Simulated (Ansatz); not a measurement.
Crystal: Ag.

```
Ag
1.0
    -1.65565    1.65565    1.65565
     1.65565   -1.65565    1.65565
     1.65565    1.65565   -1.65565
Ag
1
Direct
  0.00000 0.00000 0.00000
```

This isn't the form of Ag at room conditions, which is fcc.

```yaml
Program: Ansatz 0.2.0
Task: relaxation of cell and atoms
Functional: HF
Potentials_or_basis: Ansatz PAW
Cutoff: "420 eV (not typed: the program's choice for these potentials)"
k_mesh: 6 × 6 × 6
Occupations: fermi-dirac, width 0.05 eV
Spin: no spin polarisation
```

At the start: volume 18.15 Å³/atom.

Problem. How do energy, volume and symmetry change on relaxing?

Solution. It ends after 7 steps and the volume is 22.47 Å³/atom (+23.8 %); space group Im-3m (No. 229, to 0.05 Å).

Step by step:
```
step  energy change (eV)  largest force (eV/Å)  volume (Å³)
   1              0.0000                0.0000        18.15
   2             -0.1180                0.0000        20.94
   3             -0.1282                0.0000        21.99
   4             -0.1284                0.0000        22.79
   5             -0.1400                0.0000        22.79
   6             -0.1416                0.0000        22.47
   7             -0.1406                0.0000        22.47
```

Final structure:
```
CELL_PARAMETERS angstrom
-1.77767 1.77767 1.77767
1.77767 -1.77767 1.77767
1.77767 1.77767 -1.77767
ATOMIC_POSITIONS crystal
Ag 0.00000 0.00000 0.00000
```

Caveat: the k mesh is coarse (spacing up to 0.45 Å⁻¹), so the values aren't converged, least of all with exact exchange; the volume moved by over 15 % at a fixed basis, so the end points are rough; the plane-wave basis is chosen anew once the cell has moved, so the energies of steps on either side of that aren't comparable; the pressure holds a Pulay correction of +0.6 GPa for the finite cutoff; the PAW data sets come from PBE, with cores solved anew for the run's functional, which leaves a small shift of forces and pressure.
